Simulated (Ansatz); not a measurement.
A run of Ansatz 0.2.0 is set up as follows.

The input input.yaml:

```yaml
crystal:
  lattice:
    - [3.169, 0.0, 0.0]
    - [-1.5845, 2.7444345046, 0.0]
    - [0.0, 0.0, 12.324]
  atoms:
    - { symbol: Mo, position: [0.6666666667, 0.3333333333, 0.75] }
    - { symbol: Mo, position: [0.3333333333, 0.6666666667, 0.25] }
    - { symbol: S, position: [0.6666666667, 0.3333333333, 0.377] }
    - { symbol: S, position: [0.3333333333, 0.6666666667, 0.877] }
    - { symbol: S, position: [0.6666666667, 0.3333333333, 0.123] }
    - { symbol: S, position: [0.3333333333, 0.6666666667, 0.623] }
hamiltonian:
  xc: lda
  pseudopotentials: { kind: paw }
kpoints:
  mp_grid: { grid: [10, 10, 3] }
  band_path:
    path:
      - [[0.0, 0.0, 0.0], [0.5, 0.0, 0.0], [0.3333333333, 0.3333333333, 0.0], [0.0, 0.0, 0.0], [0.0, 0.0, 0.5], [0.5, 0.0, 0.5], [0.3333333333, 0.3333333333, 0.5], [0.0, 0.0, 0.5]]
      - [[0.5, 0.0, 0.5], [0.5, 0.0, 0.0]]
      - [[0.3333333333, 0.3333333333, 0.0], [0.3333333333, 0.3333333333, 0.5]]
    npoints: 14
scf:
  occupations: { method: fermi_dirac, width: 0.05 }
  n_extra_bands: 15
output:
  forces: true
  stress: true
  eigenvalues: true
  fatbands: true
```

Potentials or basis: Ansatz PAW.

Launch:

```sh
$ ansatz run input.yaml --threads 2 --pin off --max-ram 5632MiB --backend cpu --events-out ev --progress --plain --runs-dir out
```

Predict the pressure.

-5.7 GPa.

Predict the largest force.

0.481 eV/Å.

Predict the band gap along the path.

0.81 eV, indirect (least direct gap 1.65 eV).

Levels at the corners of the path, in eV from the valence-band top:
| point | band 22 | band 23 | band 24 | band 25 | band 26 | band 27 | band 28 | band 29 | band 30 | band 31 |
| --- | --- | --- | --- | --- | --- | --- | --- | --- | --- | --- |
| Γ | -2.14 | -2.14 | -1.20 | -1.16 | 0.00 | 2.08 | 2.08 | 2.10 | 2.10 | 2.25 |
| M | -2.47 | -1.72 | -1.52 | -1.42 | -1.30 | 1.57 | 1.61 | 1.95 | 2.23 | 2.75 |
| K | -3.81 | -2.67 | -2.67 | -0.81 | -0.63 | 1.02 | 1.02 | 1.74 | 2.79 | 2.79 |
| Γ | -2.14 | -2.14 | -1.20 | -1.16 | 0.00 | 2.08 | 2.08 | 2.10 | 2.10 | 2.25 |
| A | -2.16 | -2.16 | -2.16 | -0.27 | -0.27 | 2.08 | 2.08 | 2.08 | 2.08 | 2.35 |
| L | -2.62 | -1.62 | -1.62 | -1.35 | -1.35 | 1.59 | 1.59 | 2.10 | 2.10 | 3.13 |
| H | -3.43 | -2.86 | -2.86 | -0.73 | -0.73 | 1.02 | 1.02 | 2.22 | 2.22 | 2.84 |
| A | -2.16 | -2.16 | -2.16 | -0.27 | -0.27 | 2.08 | 2.08 | 2.08 | 2.08 | 2.35 |
| L | -2.62 | -1.62 | -1.62 | -1.35 | -1.35 | 1.59 | 1.59 | 2.10 | 2.10 | 3.13 |
| M | -2.47 | -1.72 | -1.52 | -1.42 | -1.30 | 1.57 | 1.61 | 1.95 | 2.23 | 2.75 |
| K | -3.81 | -2.67 | -2.67 | -0.81 | -0.63 | 1.02 | 1.02 | 1.74 | 2.79 | 2.79 |
| H | -3.43 | -2.86 | -2.86 | -0.73 | -0.73 | 1.02 | 1.02 | 2.22 | 2.22 | 2.84 |

Caveat: the PAW data sets come from PBE, with cores solved anew for the run's functional, which leaves a small shift of forces and pressure.

**The experiment to reproduce.**

From “Multiwavelength excitation Raman Scattering Analysis of bulk and 2 dimensional MoS2: Vibrational properties of atomically thin MoS2 layers”, 2015, arxiv:1506.03228, for a bulk crystal of MoS2 at 300 K: band gap 1.3 eV (indirect).

A measured gap of MoS2 is 1.3 eV (indirect; 300 K; “Multiwavelength excitation Raman Scattering Analysis of bulk and 2 dimensional MoS2: Vibrational properties of atomically thin MoS2 layers”, 2015, arxiv:1506.03228); the calculated 0.81 eV misses it by -0.49 eV. Spin-orbit coupling on Mo is left out. The value is that of LDA, without temperature or zero-point motion. Semilocal functionals fall short of measured gaps as a rule.
